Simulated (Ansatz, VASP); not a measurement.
# GaP: VASP beside Ansatz

```
CELL_PARAMETERS angstrom
0.00000 2.70696 2.70696
2.70696 0.00000 2.70696
2.70696 2.70696 0.00000
ATOMIC_POSITIONS crystal
Ga 0.00000 0.00000 0.00000
P 0.25000 0.25000 0.25000
```

Change from the starting cell: volume scaled by 0.98, ions relaxed.

Alike in both runs: task relaxation of the atoms; functional PBE; k mesh 14 × 14 × 14; occupations fermi-dirac, width 0.02 eV; no spin polarisation.

```csv
,VASP,Ansatz
version,VASP 6.6.1,Ansatz 0.2.0
potentials or method,"VASP PAW PBE potentials, release 64 (Ga_d, P)","plane-wave PAW, scalar-relativistic"
plane-wave cutoff (eV),520,420
valence electrons in the cell,18,18
```

```csv
,VASP,Ansatz,Ansatz less VASP
"gap on the k mesh at the Fermi level, each at its own relaxed structure (eV)",1.56,1.56,0.000
```

Ansatz warned: «stress_scf_threshold_loose».

Caveats: the relaxation stopped at its first step, so nothing moved. A k mesh can miss the band edges.
